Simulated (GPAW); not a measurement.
# LiCl (Fm-3m) in GPAW: further runs

One crystal, LiCl, is run at these levels: PBE0, LDA; tasks: single point.

Everything below comes from runs of GPAW 26.7.0. Logs are shortened: lines on timing, memory, paths and dates and some standing lists are left out, and cuts for length are marked. The log counts tension as positive stress, the text compression.

### 1 Starting point

The structure is cubic, space group Fm-3m (No. 225). Conventional cell: a = 5.130 Å, b = 5.130 Å, c = 5.130 Å, α = 90.00°, β = 90.00°, γ = 90.00°. Around Cl (site symmetry m-3m) lie 6 Li at 2.56 Å. Li (site symmetry m-3m) is surrounded by 6 Cl at 2.56 Å.

### 2 Single point, PBE0

run.py

```python
from ase import Atoms
from ase.dft.bandgap import bandgap
from ase.io import write
from ase.parallel import parprint
from gpaw import GPAW, PW

atoms = Atoms(['Cl', 'Li'],
              cell=[[0.0, 2.56477, 2.56477],
                    [2.56477, 0.0, 2.56477],
                    [2.56477, 2.56477, 0.0]],
              scaled_positions=[[0.5, 0.5, 0.5],
                                [0.0, 0.0, 0.0]],
              pbc=True)

calc = GPAW(mode=PW(600),
            xc='PBE0',
            kpts={'size': (6, 6, 6), 'gamma': True},
            occupations={'name': 'fermi-dirac', 'width': 0.05},
            nbands=9,
            convergence={'density': 1e-05, 'energy': 1e-05},
            maxiter=60,
            txt='gpaw.txt')
atoms.calc = calc
energy = atoms.get_potential_energy()
forces = atoms.get_forces()
calc.write('gs.gpw')
write('result.traj', atoms)
parprint(f'Energy: {energy:.6f} eV')
parprint('Forces (eV/A):')
parprint(forces.round(4))
parprint('Fermi level:', round(calc.get_fermi_level(), 4), 'eV')
parprint(f'Gap: {bandgap(calc)[0]:.4f} eV, direct: {bandgap(calc, direct=True)[0]:.4f} eV')
```

Potentials or basis: GPAW PAW data sets (gpaw-data 1.2.1), pw.

The run is started by

```
$ OMP_NUM_THREADS=1 mpirun -n 8 gpaw python run.py
```

gpaw.txt:

```text
__  _  _
 | _ |_)|_||  |
 |__||  | ||/\| - 26.7.0

Input parameters:
  mode=PW(ecut=600.0),
  convergence={'density': 1e-05, 'energy': 1e-05},
  kpts=MonkhorstPack(size=(6, 6, 6), gamma=True),
  maxiter=60,
  nbands=9,
  occupations=Occupations(name='fermi-dirac', width=0.05),
  xc=XC(name='PBE0')

Diagonalizing LCAO Hamiltonian
Converting LCAO to pw mode

               Cl

       Li

Atoms  # Å, Bohr magnetons
|   | symbol |        x |        y |        z |    initial magnetic moments |
|---|--------|----------|----------|----------|-----------------------------|
| 0 |     Cl | 2.564770 | 2.564770 | 2.564770 | ( 0.0000,  0.0000,  0.0000) |
| 1 |     Li | 0.000000 | 0.000000 | 0.000000 | ( 0.0000,  0.0000,  0.0000) |

Unit cell  # Å
| periodic |        x |        y |        z |  lengths |    angles |
|----------|----------|----------|----------|----------|-----------|
|      yes | 0.000000 | 2.564770 | 2.564770 | 3.627133 | 60.000000 |
|      yes | 2.564770 | 0.000000 | 2.564770 | 3.627133 | 60.000000 |
|      yes | 2.564770 | 2.564770 | 0.000000 | 3.627133 | 60.000000 |

Number of symmetries: 48
Symmetry operations  # r_c * U_cc + t_c -> r_c
|    | kind |            matrix            |
|----|------|------------------------------|
|  0 |  σ   |  1, 0, 0,  1, 0,-1,  1,-1, 0 |
|  1 |  C2  |  1, 0, 0,  1,-1, 0,  1, 0,-1 |
|  2 |  E   |  1, 0, 0,  0, 1, 0,  0, 0, 1 |
|  3 |  σ   |  1, 0, 0,  0, 0, 1,  0, 1, 0 |
|  4 |  C4  |  1, 0,-1,  1, 0, 0,  1,-1, 0 |
|  5 |  S6  |  1, 0,-1,  1,-1, 0,  1, 0, 0 |
|  6 |  σ   |  1, 0,-1,  0, 1,-1,  0, 0,-1 |
|  7 |  C3  |  1, 0,-1,  0, 0,-1,  0, 1,-1 |
|  8 |  S6  |  1,-1, 0,  1, 0, 0,  1, 0,-1 |
|  9 |  C4  |  1,-1, 0,  1, 0,-1,  1, 0, 0 |
| 10 |  C3  |  1,-1, 0,  0,-1, 1,  0,-1, 0 |
| 11 |  σ   |  1,-1, 0,  0,-1, 0,  0,-1, 1 |
| 12 |  σ   |  0, 1, 0,  1, 0, 0,  0, 0, 1 |
| 13 |  C4  |  0, 1, 0,  0, 1,-1, -1, 1, 0 |
| 14 |  C3  |  0, 1, 0,  0, 0, 1,  1, 0, 0 |
| 15 |  S6  |  0, 1, 0, -1, 1, 0,  0, 1,-1 |
| 16 |  C2  |  0, 1,-1,  1, 0,-1,  0, 0,-1 |
| 17 |  σ   |  0, 1,-1,  0, 1, 0, -1, 1, 0 |
| 18 |  S4  |  0, 1,-1,  0, 0,-1,  1, 0,-1 |
| 19 |  C4  |  0, 1,-1, -1, 1, 0,  0, 1, 0 |
| 20 |  C3  |  0, 0, 1,  1, 0, 0,  0, 1, 0 |
| 21 |  σ   |  0, 0, 1,  0, 1, 0,  1, 0, 0 |
| 22 |  S6  |  0, 0, 1,  0,-1, 1, -1, 0, 1 |
| 23 |  C4  |  0, 0, 1, -1, 0, 1,  0,-1, 1 |
| 24 |  S4  |  0, 0,-1,  1, 0,-1,  0, 1,-1 |
| 25 |  C3  |  0, 0,-1,  0, 1,-1,  1, 0,-1 |
| 26 |  C2  |  0, 0,-1,  0,-1, 0, -1, 0, 0 |
| 27 |  S6  |  0, 0,-1, -1, 0, 0,  0,-1, 0 |
| 28 |  S4  |  0,-1, 1,  1,-1, 0,  0,-1, 0 |
| 29 |  C4  |  0,-1, 1,  0, 0, 1, -1, 0, 1 |
| 30 |  C2  |  0,-1, 1,  0,-1, 0,  1,-1, 0 |
| 31 |  σ   |  0,-1, 1, -1, 0, 1,  0, 0, 1 |
| 32 |  C3  |  0,-1, 0,  1,-1, 0,  0,-1, 1 |
| 33 |  S6  |  0,-1, 0,  0, 0,-1, -1, 0, 0 |
| 34 |  S4  |  0,-1, 0,  0,-1, 1,  1,-1, 0 |
| 35 |  C2  |  0,-1, 0, -1, 0, 0,  0, 0,-1 |
| 36 |  C2  | -1, 1, 0,  0, 1, 0,  0, 1,-1 |
| 37 |  S6  | -1, 1, 0,  0, 1,-1,  0, 1, 0 |
| 38 |  S4  | -1, 1, 0, -1, 0, 1, -1, 0, 0 |
| 39 |  C3  | -1, 1, 0, -1, 0, 0, -1, 0, 1 |
| 40 |  S6  | -1, 0, 1,  0, 0, 1,  0,-1, 1 |
| 41 |  C2  | -1, 0, 1,  0,-1, 1,  0, 0, 1 |
| 42 |  C3  | -1, 0, 1, -1, 1, 0, -1, 0, 0 |
| 43 |  S4  | -1, 0, 1, -1, 0, 0, -1, 1, 0 |
| 44 |  C2  | -1, 0, 0,  0, 0,-1,  0,-1, 0 |
| 45 |  i   | -1, 0, 0,  0,-1, 0,  0, 0,-1 |
| 46 |  σ   | -1, 0, 0, -1, 1, 0, -1, 0, 1 |
| 47 |  C2  | -1, 0, 0, -1, 0, 1, -1, 1, 0 |

BZ-sampling:
  Number of BZ points: 216
  Number of IBZ points: 16

  Monkhorst-Pack size: [6, 6, 6]
  Monkhorst-Pack shift: [0.08333333333333333, 0.08333333333333333, 0.08333333333333333]

K-points  # in reciprocal-cell coordinates
|     |                                coordinates |     weight |
|-----|--------------------------------------------|------------|
|   0 | (  0.00000000,   0.00000000,   0.00000000) | 0.00462963 |
|   1 | (  0.16666667,   0.16666667,   0.00000000) | 0.02777778 |
|   2 | (  0.16666667,   0.16666667,   0.16666667) | 0.03703704 |
|   3 | (  0.33333333,   0.16666667,   0.16666667) | 0.05555556 |
|   4 | (  0.33333333,   0.33333333,  -0.33333333) | 0.05555556 |
|   5 | (  0.33333333,   0.33333333,   0.00000000) | 0.02777778 |
|   6 | (  0.33333333,   0.33333333,   0.16666667) | 0.11111111 |
|   7 | (  0.33333333,   0.33333333,   0.33333333) | 0.03703704 |
|   8 | (  0.50000000,   0.33333333,  -0.33333333) | 0.11111111 |
|   9 | (  0.50000000,   0.33333333,  -0.16666667) | 0.05555556 |
| ... |                                            |            |
|  15 | (  0.50000000,   0.50000000,   0.50000000) | 0.01851852 |

Plane wave coefficients: 1158
Cutoff: 600.0 eV

Spin-components: 1 (collinear spins)
Bands:           9
Projectors:      8
Spin-degeneracy: 2
Datatype:        complex128

Parallelization:
  kpt:    8
  domain: 1
  band:   1

Density:
  Valence electrons: 8.0
  Components: 1
  Grid points: [21 21 21]
  Charge: 0.0  # |e|

Potential:
  Grid points: [21 21 21]

species:
  Cl:
    name:    Chlorine
    Z:       17.0
    valence: 7
    core:    10
    charge:  0.0  # [|e|]
    compensation charges:
      type: gauss
      rc: 0.25  # [Å]
      lmax: 2
    cutoffs:
      filter: 1.40  # [Å]
      core: 1.49  # [Å]
    projectors
    | kind |    occ | energy [eV] | rcut [Å] |
    |------|--------|-------------|----------|
    |   3s |  2.000 |     -20.689 |    0.794 |
    |   3p |  5.000 |      -8.594 |    0.794 |
    |    s |        |       6.523 |    0.794 |
    |    p |        |      18.617 |    0.794 |
    |    d |        |       0.000 |    0.794 |

    Using partial waves for Cl as LCAO basis

  Li:
    name:    Lithium
    Z:       3.0
    valence: 1
    core:    2
    charge:  0.0  # [|e|]
    compensation charges:
      type: gauss
      rc: 0.33  # [Å]
      lmax: 2
    cutoffs:
      filter: 1.91  # [Å]
      core: 2.55  # [Å]
    projectors
    | kind |    occ | energy [eV] | rcut [Å] |
    |------|--------|-------------|----------|
    |   2s |  1.000 |      -2.874 |    1.058 |
    |   2p |  0.000 |      -1.090 |    1.058 |
    |    s |        |      24.337 |    1.058 |

    Using partial waves for Li as LCAO basis

Reference energy: -12757.737216  # eV

eigensolver:
  PPCG
  Converge bands: occupied
  niter=2

density mixing:
  MSR1-Mixer
  Pratt-step length: 0.05
  Maximum mixing coefficient: 0.75
  Old densities: 10
  SVD Regularization: 0.005
  Good broyden scale: 1.0
  Trust region scale: 1.0
  Backstep threshold: 4.0
  History deletion threshold: 6.0
  Fourier metric: weight=20.0, sigma=0.015

occupation numbers:
  Fermi-Dirac:
    width: 0.0500  # eV

poisson solver:
  ecut: 4800.0  # eV

xc functional:
  name: HYB_GGA_XC_PBEH with 2 nearest neighbor stencil

convergence criteria:
- Maximum integral of absolute [dens]ity change: 1e-05 electrons / valence electron
- Maximum [total energy] change in last 3 cyles: 1e-05 eV / valence electron
- Maximum integral of absolute [eigenst]ate change: 4e-08 eV^2 / valence electron
maximum number of iterations: 60

IBZ(<points: 16, symmetries: 48>)
Occupied bands: 4
SCF iterations
|iter     | |      energy | eigst |  dens |
|---------|-|-------------|-------|-------|
|iter:   1| | -209.337620 | -0.61 |       |
|iter:   2| |   -8.287235 | -0.67 | -0.85 |
|iter:   3| |   -8.428903 | -1.92 | -1.19 |
|iter:   4| |   -8.435063 | -2.88 | -1.29 |
|iter:   5| |   -8.440063 | -3.39 | -1.45 |
|iter:   6| |   -8.445466 | -3.62 | -1.69 |
|iter:   7| |   -8.444743 | -4.97 | -1.94 |
|iter:   8| |   -8.441662 | -3.68 | -1.98 |
|iter:   9| |   -8.441830 | -4.85 | -2.50 |
|iter:  10| |   -8.441767 | -5.40 | -2.63 |
|iter:  11| |   -8.441674 | -5.14 | -2.73 |
|iter:  12| |   -8.441664 | -5.41 | -3.13 |
|iter:  13| |   -8.441667c| -6.48 | -4.28 |
|iter:  14| |   -8.441667c| -7.98c| -4.14 |
|iter:  15| |   -8.441667c| -8.50c| -4.65 |
|iter:  16| |   -8.441667c| -9.90c| -5.95c|

Converged in 16 steps
Energy contributions relative to reference atoms: (reference = -12757.737216)

Energy contributions:
  Kinetic:           5.112423
  Coulomb:          -5.414255
  Zero:             -0.015083
  External:          0.000000
  Xc:              192.773408
  Entropy:          -0.000000
  Spinorbit:         0.000000
  Hybrid_Xc_Cc:      -176.573242
  Hybrid_Xc_Vc:        -4.574051
  Hybrid_Xc_Vv:       -19.750867
  ----------------------------
  Free energy:      -8.441667
  Extrapolated:     -8.441667

dipole moment: (-2.954091, -2.954091, -2.954091)  # |e|*Ang

Fermi level: 3.603
Eigenvalues  # (at kpt = [0.000, 0.000, 0.000])
| band index |      eig [eV] | occ [0-2] |
|------------|---------------|-----------|
|          0 |       -15.314 |     2.000 |
|          1 |        -0.609 |     2.000 |
|          2 |        -0.609 |     2.000 |
|          3 |        -0.609 |     2.000 |
|          4 |         7.822 |     0.000 |
|          5 |        13.558 |     0.000 |
|          6 |        13.558 |     0.000 |
|          7 |        13.558 |     0.000 |
|          8 |        16.405 |     0.000 |

Gap: 8.432 eV
Transition (v -> c):
  (s=0, k=0, n=3, [0.00, 0.00, 0.00]) -> (s=0, k=0, n=4, [0.00, 0.00, 0.00])
No difference between direct/indirect transitions

Forces  # eV/Ang
|        x |       y |        z |
|----------|---------|----------|
|  0.00000 | 0.00000 | -0.00000 |  # Cl   0
| -0.00000 | 0.00000 | -0.00000 |  # Li   1

# Writing to gs.gpw (mode='')
```

Wall time 15 min (8 MPI ranks of Intel Xeon Platinum 8259CL at 2.50GHz (Skylake/Cascade Lake), shared host); peak memory 0.19 GiB.

What came out:

| Property | Result |
| --- | --- |
| Free energy | -8.4417 eV |
| Band gap on the k mesh | 8.43 eV, direct |

Caveat: the PAW data sets were made with another functional, which shifts forces and pressure a little.

### 3 Single point, LDA

run.py

```python
from ase import Atoms
from ase.dft.bandgap import bandgap
from ase.io import write
from ase.units import GPa
from gpaw import GPAW, PW

atoms = Atoms(['Cl', 'Li'],
              cell=[[0.0, 2.56477, 2.56477],
                    [2.56477, 0.0, 2.56477],
                    [2.56477, 2.56477, 0.0]],
              scaled_positions=[[0.5, 0.5, 0.5],
                                [0.0, 0.0, 0.0]],
              pbc=True)

calc = GPAW(mode=PW(600),
            xc='LDA',
            kpts={'size': (7, 7, 7), 'gamma': True},
            occupations={'name': 'fermi-dirac', 'width': 0.05},
            nbands=11,
            maxiter=120,
            txt='gpaw.txt')
atoms.calc = calc
energy = atoms.get_potential_energy()
forces = atoms.get_forces()
stress = atoms.get_stress()
calc.write('gs.gpw')
write('result.traj', atoms)
print(f'Energy: {energy:.6f} eV')
print('Forces (eV/A):')
print(forces.round(4))
print('Stress (GPa):', (stress / GPa).round(3))
print('Fermi level:', round(calc.get_fermi_level(), 4), 'eV')
print(f'Gap: {bandgap(calc)[0]:.4f} eV, direct: {bandgap(calc, direct=True)[0]:.4f} eV')
```

Potentials or basis: the program's PAW data sets (release 1.2.1) made for this functional, pw.

The run is started by

```
$ OMP_NUM_THREADS=1 python run.py
```

gpaw.txt:

```text
__  _  _
 | _ |_)|_||  |
 |__||  | ||/\| - 26.7.0

Input parameters:
  mode=PW(ecut=600.0),
  kpts=MonkhorstPack(size=(7, 7, 7), gamma=True),
  maxiter=120,
  nbands=11,
  occupations=Occupations(name='fermi-dirac', width=0.05),
  xc=XC(name='LDA')

Diagonalizing LCAO Hamiltonian
Converting LCAO to pw mode

               Cl

       Li

Atoms  # Å, Bohr magnetons
|   | symbol |        x |        y |        z |    initial magnetic moments |
|---|--------|----------|----------|----------|-----------------------------|
| 0 |     Cl | 2.564770 | 2.564770 | 2.564770 | ( 0.0000,  0.0000,  0.0000) |
| 1 |     Li | 0.000000 | 0.000000 | 0.000000 | ( 0.0000,  0.0000,  0.0000) |

Unit cell  # Å
| periodic |        x |        y |        z |  lengths |    angles |
|----------|----------|----------|----------|----------|-----------|
|      yes | 0.000000 | 2.564770 | 2.564770 | 3.627133 | 60.000000 |
|      yes | 2.564770 | 0.000000 | 2.564770 | 3.627133 | 60.000000 |
|      yes | 2.564770 | 2.564770 | 0.000000 | 3.627133 | 60.000000 |

Number of symmetries: 48
Symmetry operations  # r_c * U_cc + t_c -> r_c
|    | kind |            matrix            |
|----|------|------------------------------|
|  0 |  σ   |  1, 0, 0,  1, 0,-1,  1,-1, 0 |
|  1 |  C2  |  1, 0, 0,  1,-1, 0,  1, 0,-1 |
|  2 |  E   |  1, 0, 0,  0, 1, 0,  0, 0, 1 |
|  3 |  σ   |  1, 0, 0,  0, 0, 1,  0, 1, 0 |
|  4 |  C4  |  1, 0,-1,  1, 0, 0,  1,-1, 0 |
|  5 |  S6  |  1, 0,-1,  1,-1, 0,  1, 0, 0 |
|  6 |  σ   |  1, 0,-1,  0, 1,-1,  0, 0,-1 |
|  7 |  C3  |  1, 0,-1,  0, 0,-1,  0, 1,-1 |
|  8 |  S6  |  1,-1, 0,  1, 0, 0,  1, 0,-1 |
|  9 |  C4  |  1,-1, 0,  1, 0,-1,  1, 0, 0 |
| 10 |  C3  |  1,-1, 0,  0,-1, 1,  0,-1, 0 |
| 11 |  σ   |  1,-1, 0,  0,-1, 0,  0,-1, 1 |
| 12 |  σ   |  0, 1, 0,  1, 0, 0,  0, 0, 1 |
| 13 |  C4  |  0, 1, 0,  0, 1,-1, -1, 1, 0 |
| 14 |  C3  |  0, 1, 0,  0, 0, 1,  1, 0, 0 |
| 15 |  S6  |  0, 1, 0, -1, 1, 0,  0, 1,-1 |
| 16 |  C2  |  0, 1,-1,  1, 0,-1,  0, 0,-1 |
| 17 |  σ   |  0, 1,-1,  0, 1, 0, -1, 1, 0 |
| 18 |  S4  |  0, 1,-1,  0, 0,-1,  1, 0,-1 |
| 19 |  C4  |  0, 1,-1, -1, 1, 0,  0, 1, 0 |
| 20 |  C3  |  0, 0, 1,  1, 0, 0,  0, 1, 0 |
| 21 |  σ   |  0, 0, 1,  0, 1, 0,  1, 0, 0 |
| 22 |  S6  |  0, 0, 1,  0,-1, 1, -1, 0, 1 |
| 23 |  C4  |  0, 0, 1, -1, 0, 1,  0,-1, 1 |
| 24 |  S4  |  0, 0,-1,  1, 0,-1,  0, 1,-1 |
| 25 |  C3  |  0, 0,-1,  0, 1,-1,  1, 0,-1 |
| 26 |  C2  |  0, 0,-1,  0,-1, 0, -1, 0, 0 |
| 27 |  S6  |  0, 0,-1, -1, 0, 0,  0,-1, 0 |
| 28 |  S4  |  0,-1, 1,  1,-1, 0,  0,-1, 0 |
| 29 |  C4  |  0,-1, 1,  0, 0, 1, -1, 0, 1 |
| 30 |  C2  |  0,-1, 1,  0,-1, 0,  1,-1, 0 |
| 31 |  σ   |  0,-1, 1, -1, 0, 1,  0, 0, 1 |
| 32 |  C3  |  0,-1, 0,  1,-1, 0,  0,-1, 1 |
| 33 |  S6  |  0,-1, 0,  0, 0,-1, -1, 0, 0 |
[... 102 lines left out ...]
    |   2s |  1.000 |      -2.874 |    1.058 |
    |   2p |  0.000 |      -1.126 |    1.058 |
    |    s |        |      24.338 |    1.058 |

    Using partial waves for Li as LCAO basis

Reference energy: -12718.738429  # eV

eigensolver:
  PPCG
  Converge bands: occupied
  niter=2

density mixing:
  MSR1-Mixer
  Pratt-step length: 0.05
  Maximum mixing coefficient: 0.75
  Old densities: 10
  SVD Regularization: 0.005
  Good broyden scale: 1.0
  Trust region scale: 1.0
  Backstep threshold: 4.0
  History deletion threshold: 6.0
  Fourier metric: weight=20.0, sigma=0.015

occupation numbers:
  Fermi-Dirac:
    width: 0.0500  # eV

poisson solver:
  ecut: 4800.0  # eV

xc functional:
  name: None

convergence criteria:
- Maximum [total energy] change in last 3 cyles: 0.0005 eV / valence electron
- Maximum integral of absolute [dens]ity change: 0.0001 electrons / valence electron
- Maximum integral of absolute [eigenst]ate change: 4e-08 eV^2 / valence electron
maximum number of iterations: 120

SCF iterations
|iter     | |      energy | eigst |  dens |
|---------|-|-------------|-------|-------|
|iter:   1| |   -8.030464 | -0.78 |       |
|iter:   2| |   -8.029839 | -2.71 | -1.33 |
|iter:   3| |   -8.024219 | -3.21 | -1.36 |
|iter:   4| |   -8.024772 | -4.39 | -1.96 |
|iter:   5| |   -8.024795c| -5.16 | -2.67 |
|iter:   6| |   -8.024799c| -6.08 | -3.29 |
|iter:   7| |   -8.024799c| -7.93c| -4.46c|

Converged in 7 steps
Energy contributions relative to reference atoms: (reference = -12718.738429)

Energy contributions:
  Kinetic:           6.810857
  Coulomb:          -7.380273
  Zero:              0.035719
  External:          0.000000
  Xc:               -7.491102
  Entropy:           0.000000
  Spinorbit:         0.000000
  ----------------------------
  Free energy:      -8.024799
  Extrapolated:     -8.024799

dipole moment: (-2.971096, -2.971096, -2.971096)  # |e|*Ang

Fermi level: 3.391
Eigenvalues  # (at kpt = [0.000, 0.000, 0.000])
| band index |      eig [eV] | occ [0-2] |
|------------|---------------|-----------|
|          0 |       -12.813 |     2.000 |
|          1 |         0.540 |     2.000 |
|          2 |         0.540 |     2.000 |
|          3 |         0.540 |     2.000 |
|          4 |         6.526 |     0.000 |
|          5 |        12.163 |     0.000 |
|          6 |        12.164 |     0.000 |
|          7 |        12.166 |     0.000 |
|          8 |        14.697 |     0.000 |
|          9 |        14.697 |     0.000 |
|         10 |        14.697 |     0.000 |

Gap: 5.986 eV
Transition (v -> c):
  (s=0, k=0, n=3, [0.00, 0.00, 0.00]) -> (s=0, k=0, n=4, [0.00, 0.00, 0.00])
No difference between direct/indirect transitions

Forces  # eV/Ang
|       x |       y |       z |
|---------|---------|---------|
| 0.00000 | 0.00000 | 0.00000 |  # Cl   0
| 0.00000 | 0.00000 | 0.00000 |  # Li   1

Stress tensor  # eV/Ang^3
|        x |         y |         z |
|----------|-----------|-----------|
| 0.018253 |  0.000000 |  0.000000 |
| 0.000000 |  0.018253 | -0.000000 |
| 0.000000 | -0.000000 |  0.018253 |

# Writing to gs.gpw (mode='')
```

Wall time 5.6 s (1 thread of Arm Neoverse V1, shared host); peak memory 0.16 GiB.

What came out:

| Property | Result |
| --- | --- |
| Free energy | -8.0248 eV |
| Pressure | -2.9 GPa |
| Band gap on the k mesh | 5.99 eV, direct |

Levels at points of the mesh, in eV from the valence-band top:
```csv
k point,band 2,band 3,band 4,band 5,band 6,band 7
"(0.00, 0.00, 0.00)",0.00,0.00,0.00,5.99,11.62,11.62
```

Caveat: the cutoff is short for stress and forces, so pressures can be off by a GPa or more; an odd mesh through Γ misses points on the zone boundary, where band edges often lie. As with any semilocal functional, this LDA gap is likely too small.
